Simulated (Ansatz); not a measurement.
# HfN (P6_3/mmc) in Ansatz: reference runs

Reference runs on HfN: the cell as given and a disturbed copy.

Everything below comes from runs of Ansatz 0.2.0. Logs are shortened: lines on timing, memory, paths and dates and some standing lists are left out, and cuts for length are marked.

**1. The structure**

It takes space group P6_3/mmc (No. 194, hexagonal). The conventional cell has a = 3.134 Å, b = 3.134 Å, c = 5.417 Å, α = 90.00°, β = 90.00°, γ = 120.00°. Hf (site symmetry -6m2) is surrounded by 6 N at 2.26 Å. N (site symmetry -3m) has 6 Hf at 2.26 Å as nearest neighbours.

The cell comes from a database or a generator and needn't be the stable form of this composition.

**2. Single point, PBE**

Contents of input.yaml:

```yaml
crystal:
  lattice:
    - [3.1339080219, 0.0, 0.0]
    - [-1.566954011, 2.7140439601, 0.0]
    - [0.0, 0.0, 5.41676772]
  atoms:
    - { symbol: Hf, position: [0.3333333333, 0.6666666667, 0.25] }
    - { symbol: Hf, position: [0.6666666667, 0.3333333333, 0.75] }
    - { symbol: "N", position: [0.0, 0.0, 0.5] }
    - { symbol: "N", position: [0.0, 0.0, 0.0] }
hamiltonian:
  xc: pbe
  pseudopotentials: { kind: paw }
kpoints:
  mp_grid: { grid: [10, 10, 5] }
scf:
  occupations: { method: fermi_dirac, width: 0.05 }
output:
  forces: true
  stress: true
  eigenvalues: true
```

Potentials or basis: Ansatz PAW.

Run with:

```bash
ansatz run input.yaml --threads 2 --pin off --max-ram 5120MiB --backend cpu --events-out ev --progress --plain --runs-dir out
```

What it wrote:

```text
Warning: RAYON_NUM_THREADS=2 ignored (pool sized by the plan → 2); use --threads N
Engine: ansatz 0.2.0, x86_64-unknown-linux-gnu
Pseudopotentials: kind: paw
Pseudopotential: Hf, paw, valence charge 26, recommended cutoff 420 eV (normal), Hf.paw.azcp
Pseudopotential: N, paw, valence charge 5, recommended cutoff 420 eV (normal), N.paw.azcp
Functional definition: PBE
  parameter kappa = 0.804
  parameter beta = 0.06672455060314922
  exchange = pbe_x(kappa = kappa, mu = beta*pi^2/3)
  correlation = pbe_c(beta = beta)
Crystal: 4 atoms, lattice volume = 46.073 Å³
Basis set: ecut = 420 eV, 895 PW (Γ), exchange–correlation on 48×48×80 points (8 copies of the dense FFT grid, shifted against one another)
Bands: 38, of which v1, the nominal top of the filled ones, is band 31 counted from 1 (30 counted from 0)
Symmetry: 24 space group operations
Space group: P63/mmc (ITA 194), of the structure as read, at distance tolerance 3.6e-5 Å
k-points: 42 of 500
Non-local potential: Hf, projectors of the file, l = 0: 3, l = 1: 2, l = 2: 2, l = 3: 3
Non-local potential: N, projectors of the file, l = 0: 2, l = 1: 2, l = 2: 1
PAW form: soft (Blöchl's): semilocal exchange-correlation on the pseudo side does not see the compensation charge
PAW one-centre angular grid: Hf, 590 points (default); XC on 64 Gauss nodes
PAW one-centre angular grid: N, 110 points (default); XC on 64 Gauss nodes
Initial density: superposition of atomic densities (neutral atoms: chi_scale 0, normalization atom), corrected by the library's trained network
Initial wavefunctions: pseudopotential atomic-orbital guess
Functional: x = pbe(κ = 0.804, μ = 0.2195149727645171), c = pbe(β = 0.06672455060314922)
SCF iter   1: F=—  HF=-32217.266054 eV  |F-HF|=—  |Δ(HF+E_count)|=         —  Δρ=7.42e-3  dr2=2.41e-2  ethr=1.77e-3  ⟨swp⟩=5.3  Hψ=5105  notcnv=0  defer=15
preconditioner: auto → Kerker (q_TF=auto, 2.867 Å⁻¹)  [metal: Δε(μ)=0.062 eV  Ē_g=18.398 eV  σ=0.050 eV  W_gap=0.28  n_scr=22 (ndim 8)  ℏωp=41.7 eV  f_vac=0.000  D(μ)=1.63/eV (n_scr^D=10)]
SCF iter   2: F=—  HF=-32217.261269 eV  |F-HF|=—  |Δ(HF+E_count)|=   4.78e-3  Δρ=3.04e-3  dr2=3.43e-3  ethr=3.89e-5  ⟨swp⟩=2.0  Hψ=2527  notcnv=0  defer=50
SCF iter   3: F=—  HF=-32217.260784 eV  |F-HF|=—  |Δ(HF+E_count)|=   4.86e-4  Δρ=1.39e-3  dr2=9.15e-4  ethr=5.53e-6  ⟨swp⟩=2.0  Hψ=1960  notcnv=0  defer=50
SCF iter   4: F=—  HF=-32217.260642 eV  |F-HF|=—  |Δ(HF+E_count)|=   1.41e-4  Δρ=3.39e-4  dr2=6.25e-5  ethr=1.48e-6  ⟨swp⟩=2.0  Hψ=2491  notcnv=0  defer=50
SCF iter   5: F=—  HF=-32217.260551 eV  |F-HF|=—  |Δ(HF+E_count)|=   9.14e-5  Δρ=2.89e-4  dr2=2.94e-5  ethr=1.01e-7  ⟨swp⟩=2.2  Hψ=2864  notcnv=0  defer=50
SCF iter   6: F=—  HF=-32217.260558 eV  |F-HF|=—  |Δ(HF+E_count)|=   6.84e-6  Δρ=3.43e-5  dr2=4.15e-7  ethr=4.75e-8  ⟨swp⟩=2.0  Hψ=2489  notcnv=0  defer=50
SCF iter   7: F=—  HF=-32217.260558 eV  |F-HF|=—  |Δ(HF+E_count)|=   2.86e-7  Δρ=1.25e-5  dr2=3.83e-8  ethr=1.61e-10  ⟨swp⟩=10.2  Hψ=8118  notcnv=0
SCF iter   8: F=-32217.260558 eV  HF=-32217.260558 eV  |F-HF|=7.35e-10  |Δ(HF+E_count)|=  5.60e-10  Δρ=2.81e-6  dr2=2.89e-9  ethr=6.18e-11  ⟨swp⟩=5.3  Hψ=6510  notcnv=0
SCF 1 converged in 8 iterations: F = -32217.260558 eV  dr2 = 2.89e-9
SCF converged after 8 iterations
Free energy (F): -32217.260558 eV
Harris-Foulkes:  -32217.260558 eV  (|F-HF|=7.35e-10)
Internal energy: -32217.247911 eV  (E = F + TS)
E sigma→0 (E₀):  -32217.254235 eV
Entropy (-TS):   -0.012647 eV (-3.162 meV/atom)
Fermi energy:    23.526278 eV
--- Per-component energies (eV) ---
  E_band       = 363.617103
  E_kinetic    = 1114.641743
  E_local      = -9440.231009  (includes V_loc(G=0)·N_el)
  E_nonlocal   = -2396.652118
  E_hartree    = 4483.963477
  E_xc         = -723.730082
  E_vxc        = -690.246158  (∫ρ·V_xc dr)
  E_paw        = -14109.814095  (= ΣΔE_a)
  E_vpaw       = 2808.182542  (= ΣTr[D̂ρ^β])
  E_aug_tail   = 0.000193  (compensation charges beyond the density's cutoff)
  E_ewald      = -11145.426019
  E_smearing   = -0.012647  (= −TS)
  E_closure    = 0.000000  (closes the sum)
  Σ components = -32217.260558   (vs F -32217.260558, Δ=0.00e0)
--- Forces (eV/Å), atoms counted from 1 ---
  atom   1  Hf     0.00000000     0.00000000     0.00000000
  atom   2  Hf    -0.00000000    -0.00000000     0.00000000
  atom   3  N      0.00000000    -0.00000000     0.00000000
  atom   4  N      0.00000000     0.00000000    -0.00000000
  max |Σ_I F_I| component: 2.78e-17 eV/Å
--- Stress (GPa, compression-positive) ---
        6.178958       0.000000       0.000000
       -0.000000       6.178958       0.000000
        0.000000       0.000000       5.781928
  P = ⅓ Tr σ = 6.0466 GPa (60.466 kbar)
--- Band table (eV; the first three rows and the last of 42) ---
  k-point 0: bands = ["-38.8890", "-38.8410", "-8.2515", "-7.3887", "-7.2882", "-7.2882", "-7.2281", "-7.2281", "6.2817", "9.1271", "11.1768", "11.1780", "11.1894", "11.1894", "11.2381", "11.2491", "11.2491", "11.2497", "11.2497", "11.2692", "11.2692", "11.3209", "11.3228", "11.3557", "14.8624", "18.7106", "18.7106", "19.9173", "19.9173", "21.7430", "22.8475", "24.1820", "24.1820", "24.5332", "25.3162", "25.3162", "25.5140", "29.0546"]
  k-point 1: bands = ["-38.8845", "-38.8456", "-8.1754", "-7.4783", "-7.2825", "-7.2825", "-7.2339", "-7.2339", "6.5059", "8.7667", "11.1818", "11.1880", "11.1900", "11.1900", "11.2328", "11.2328", "11.2391", "11.2572", "11.2572", "11.2786", "11.2786", "11.3180", "11.3210", "11.3226", "15.3989", "18.7573", "18.7573", "19.6920", "19.6920", "20.3100", "23.8530", "24.6662", "24.6662", "25.0208", "25.5598", "25.6701", "25.6701", "28.5976"]
  k-point 2: bands = ["-38.8725", "-38.8577", "-7.9706", "-7.7049", "-7.2675", "-7.2675", "-7.2489", "-7.2489", "7.1193", "7.9611", "11.1950", "11.1961", "11.1961", "11.2008", "11.2111", "11.2111", "11.2433", "11.2656", "11.2720", "11.2720", "11.2816", "11.2816", "11.3215", "11.3221", "16.7122", "18.4257", "18.9306", "18.9306", "19.2675", "19.2675", "24.8787", "25.5207", "25.7891", "25.7891", "25.9564", "26.4763", "26.4763", "27.1706"]
  k-point 41: bands = ["-38.8091", "-38.8072", "-7.9877", "-7.9588", "-7.8260", "-7.7767", "-7.4926", "-7.4691", "8.2446", "8.3609", "11.2245", "11.2249", "11.2344", "11.2353", "11.2388", "11.2473", "11.2481", "11.2563", "11.2584", "11.2645", "11.2855", "11.2888", "11.3213", "11.3559", "16.2847", "16.4472", "18.0707", "18.8119", "18.9421", "19.0819", "23.5358", "24.0699", "26.5646", "26.9590", "29.0229", "29.3057", "29.3588", "29.4308"]
```

Run time: 3.1 s. Hardware: 2 threads of Intel Xeon at 2.70GHz, shared host; peak memory 0.39 GiB.

Results:

* Free energy: -32217.2606 eV
* Pressure: 6.0 GPa
* Band gap on the k mesh: none (metal or under the smearing width)

Levels at points of the mesh, in eV from the Fermi level:
| k point | band 27 | band 28 | band 29 | band 30 | band 31 | band 32 | band 33 | band 34 | band 35 | band 36 |
| --- | --- | --- | --- | --- | --- | --- | --- | --- | --- | --- |
| (0.00, 0.00, 0.00) | -4.82 | -3.61 | -3.61 | -1.78 | -0.68 | 0.66 | 0.66 | 1.01 | 1.79 | 1.79 |
| (0.00, -0.50, 0.00) | -5.88 | -5.56 | -3.32 | -2.88 | -2.50 | 2.36 | 2.69 | 4.35 | 4.58 | 5.43 |

Caveat: the pressure holds a Pulay correction of +0.5 GPa for the finite cutoff.

**3. Single point, PBE (atoms moved at random, drawn with an rms of 0.05 Å)**

Contents of input.yaml:

```yaml
crystal:
  lattice:
    - [3.1339080219, 0.0, 0.0]
    - [-1.566954011, 2.7140439601, 0.0]
    - [0.0, 0.0, 5.41676772]
  atoms:
    - { symbol: Hf, position: [0.333662, 0.65416, 0.250486] }
    - { symbol: Hf, position: [0.661442, 0.335656, 0.749924] }
    - { symbol: "N", position: [0.007637, -0.003532, 0.491773] }
    - { symbol: "N", position: [0.004604, 0.002235, -0.006663] }
hamiltonian:
  xc: pbe
  pseudopotentials: { kind: paw }
kpoints:
  mp_grid: { grid: [10, 10, 5] }
scf:
  occupations: { method: fermi_dirac, width: 0.05 }
output:
  forces: true
  stress: true
  eigenvalues: true
```

Potentials or basis: Ansatz PAW.

Run with:

```bash
ansatz run input.yaml --threads 2 --pin off --max-ram 5120MiB --backend cpu --events-out ev --progress --plain --runs-dir out
```

What it wrote:

```text
Warning: RAYON_NUM_THREADS=2 ignored (pool sized by the plan → 2); use --threads N
Engine: ansatz 0.2.0, x86_64-unknown-linux-gnu
Pseudopotentials: kind: paw
Pseudopotential: Hf, paw, valence charge 26, recommended cutoff 420 eV (normal), Hf.paw.azcp
Pseudopotential: N, paw, valence charge 5, recommended cutoff 420 eV (normal), N.paw.azcp
Functional definition: PBE
  parameter kappa = 0.804
  parameter beta = 0.06672455060314922
  exchange = pbe_x(kappa = kappa, mu = beta*pi^2/3)
  correlation = pbe_c(beta = beta)
Crystal: 4 atoms, lattice volume = 46.073 Å³
Basis set: ecut = 420 eV, 895 PW (Γ), exchange–correlation on 48×48×80 points (8 copies of the dense FFT grid, shifted against one another)
Bands: 38, of which v1, the nominal top of the filled ones, is band 31 counted from 1 (30 counted from 0)
Symmetry: 1 space group operations
Space group: P1 (ITA 1), of the structure as read, at distance tolerance 3.6e-5 Å
k-points: 252 of 500 (time reversal used)
Non-local potential: Hf, projectors of the file, l = 0: 3, l = 1: 2, l = 2: 2, l = 3: 3
Non-local potential: N, projectors of the file, l = 0: 2, l = 1: 2, l = 2: 1
PAW form: soft (Blöchl's): semilocal exchange-correlation on the pseudo side does not see the compensation charge
PAW one-centre angular grid: Hf, 590 points (default); XC on 64 Gauss nodes
PAW one-centre angular grid: N, 110 points (default); XC on 64 Gauss nodes
Initial density: superposition of atomic densities (neutral atoms: chi_scale 0, normalization atom), corrected by the library's trained network
Initial wavefunctions: pseudopotential atomic-orbital guess
Functional: x = pbe(κ = 0.804, μ = 0.2195149727645171), c = pbe(β = 0.06672455060314922)
SCF iter   1: F=—  HF=-32217.232903 eV  |F-HF|=—  |Δ(HF+E_count)|=         —  Δρ=7.35e-3  dr2=2.36e-2  ethr=1.77e-3  ⟨swp⟩=5.2  Hψ=30376  notcnv=0  defer=103
preconditioner: auto → Kerker (q_TF=auto, 2.867 Å⁻¹)  [metal: Δε(μ)=0.008 eV  Ē_g=18.392 eV  σ=0.050 eV  W_gap=0.04  n_scr=22 (ndim 8)  ℏωp=41.7 eV  f_vac=0.000  D(μ)=1.49/eV (n_scr^D=10)]
SCF iter   2: F=—  HF=-32217.228280 eV  |F-HF|=—  |Δ(HF+E_count)|=   4.62e-3  Δρ=3.02e-3  dr2=3.35e-3  ethr=3.80e-5  ⟨swp⟩=2.0  Hψ=14765  notcnv=0  defer=332
SCF iter   3: F=—  HF=-32217.227817 eV  |F-HF|=—  |Δ(HF+E_count)|=   4.63e-4  Δρ=1.38e-3  dr2=8.85e-4  ethr=5.41e-6  ⟨swp⟩=1.9  Hψ=11067  notcnv=0  defer=332
SCF iter   4: F=—  HF=-32217.227683 eV  |F-HF|=—  |Δ(HF+E_count)|=   1.35e-4  Δρ=3.30e-4  dr2=5.96e-5  ethr=1.43e-6  ⟨swp⟩=2.0  Hψ=14991  notcnv=0  defer=332
SCF iter   5: F=—  HF=-32217.227609 eV  |F-HF|=—  |Δ(HF+E_count)|=   7.41e-5  Δρ=2.82e-4  dr2=2.85e-5  ethr=9.61e-8  ⟨swp⟩=2.1  Hψ=17089  notcnv=0  defer=332
SCF iter   6: F=—  HF=-32217.227591 eV  |F-HF|=—  |Δ(HF+E_count)|=   1.78e-5  Δρ=3.59e-5  dr2=4.98e-7  ethr=4.60e-8  ⟨swp⟩=2.0  Hψ=14979  notcnv=0  defer=332
SCF iter   7: F=—  HF=-32217.227591 eV  |F-HF|=—  |Δ(HF+E_count)|=   2.38e-7  Δρ=1.37e-5  dr2=6.79e-8  ethr=1.61e-10  ⟨swp⟩=10.4  Hψ=50909  notcnv=0
SCF iter   8: F=—  HF=-32217.227591 eV  |F-HF|=—  |Δ(HF+E_count)|=   3.17e-8  Δρ=8.17e-6  dr2=4.44e-8  ethr=1.10e-10  ⟨swp⟩=5.7  Hψ=41018  notcnv=0
SCF iter   9: F=-32217.227591 eV  HF=-32217.227591 eV  |F-HF|=1.30e-9  |Δ(HF+E_count)|=   5.06e-8  Δρ=2.74e-6  dr2=2.93e-9  ethr=7.16e-11  ⟨swp⟩=5.4  Hψ=37635  notcnv=0
SCF 1 converged in 9 iterations: F = -32217.227591 eV  dr2 = 2.93e-9
SCF converged after 9 iterations
Free energy (F): -32217.227591 eV
Harris-Foulkes:  -32217.227591 eV  (|F-HF|=1.30e-9)
Internal energy: -32217.215851 eV  (E = F + TS)
E sigma→0 (E₀):  -32217.221721 eV
Entropy (-TS):   -0.011740 eV (-2.935 meV/atom)
Fermi energy:    23.521301 eV
--- Per-component energies (eV) ---
  E_band       = 363.661321
  E_kinetic    = 1114.850879
  E_local      = -9443.034662  (includes V_loc(G=0)·N_el)
  E_nonlocal   = -2396.600475
  E_hartree    = 4485.359893
  E_xc         = -723.782720
  E_vxc        = -690.312722  (∫ρ·V_xc dr)
  E_paw        = -14109.880258  (= ΣΔE_a)
  E_vpaw       = 2808.043009  (= ΣTr[D̂ρ^β])
  E_aug_tail   = 0.000193  (compensation charges beyond the density's cutoff)
  E_ewald      = -11144.128700
  E_smearing   = -0.011740  (= −TS)
  E_closure    = -0.000000  (closes the sum)
  Σ components = -32217.227591   (vs F -32217.227591, Δ=0.00e0)
--- Forces (eV/Å), atoms counted from 1 ---
  atom   1  Hf    -0.00963783     0.32031790    -0.45459907
  atom   2  Hf     0.39500028    -0.07473379    -0.38517462
  atom   3  N     -0.28339244    -0.04532550     0.51029369
  atom   4  N     -0.10196899    -0.20025809     0.32947705
  max |Σ_I F_I| component: 2.95e-6 eV/Å
--- Stress (GPa, compression-positive) ---
        6.853118      -0.305884      -0.098816
       -0.305884       6.472201      -0.023177
       -0.098816      -0.023177       6.141815
  P = ⅓ Tr σ = 6.4890 GPa (64.890 kbar)
--- Band table (eV; the first three rows and the last of 252) ---
  k-point 0: bands = ["-38.8873", "-38.8382", "-8.2523", "-7.3880", "-7.2977", "-7.2764", "-7.2285", "-7.2253", "6.2801", "9.1191", "11.1780", "11.1811", "11.1918", "11.1924", "11.2414", "11.2463", "11.2508", "11.2525", "11.2556", "11.2731", "11.2742", "11.3197", "11.3302", "11.3599", "14.8654", "18.6642", "18.7428", "19.7581", "20.0386", "21.6343", "22.9530", "24.1196", "24.1698", "24.6326", "25.2183", "25.4237", "25.5338", "28.9703"]
  k-point 1: bands = ["-38.8828", "-38.8427", "-8.1761", "-7.4779", "-7.2908", "-7.2719", "-7.2330", "-7.2320", "6.5040", "8.7603", "11.1827", "11.1903", "11.1929", "11.1934", "11.2337", "11.2359", "11.2428", "11.2554", "11.2641", "11.2815", "11.2825", "11.3198", "11.3224", "11.3302", "15.3997", "18.7239", "18.7726", "19.5649", "19.7896", "20.2824", "23.8625", "24.5981", "24.6623", "25.1151", "25.5062", "25.6411", "25.7854", "28.5115"]
  k-point 2: bands = ["-38.8716", "-38.8539", "-7.9711", "-7.7048", "-7.2731", "-7.2607", "-7.2498", "-7.2443", "7.1164", "7.9573", "11.1951", "11.1978", "11.1988", "11.2042", "11.2127", "11.2147", "11.2470", "11.2684", "11.2709", "11.2776", "11.2840", "11.2877", "11.3198", "11.3302", "16.7077", "18.4107", "18.8998", "18.9248", "19.2094", "19.3301", "24.8736", "25.4950", "25.6585", "25.7691", "26.1082", "26.3970", "26.5237", "27.1722"]
  k-point 251: bands = ["-38.8166", "-38.8062", "-8.1871", "-8.1305", "-7.5898", "-7.5290", "-7.4596", "-7.4057", "8.1507", "8.1904", "11.2245", "11.2318", "11.2333", "11.2403", "11.2427", "11.2475", "11.2522", "11.2616", "11.2652", "11.2772", "11.2781", "11.2810", "11.3173", "11.3233", "16.5249", "17.1296", "17.6962", "18.4880", "18.6067", "19.3054", "22.7622", "23.8007", "27.8553", "28.0961", "28.3767", "28.4915", "28.9275", "29.8403"]
```

Wall time 27 s (2 threads of Intel Xeon at 2.70GHz, shared host); peak memory 0.6 GiB.

What came out:

```
Free energy            : -32217.2276 eV
Pressure               : 6.5 GPa
Largest force          : 0.585 eV/Å
Band gap on the k mesh : none (metal or under the smearing width)
```

Forces in eV/Å, atoms in the order of the input:
```
Hf  -0.010  0.320 -0.455
Hf   0.395 -0.075 -0.385
N   -0.283 -0.045  0.510
N   -0.102 -0.200  0.329
```

Caveat: the pressure holds a Pulay correction of +0.5 GPa for the finite cutoff.
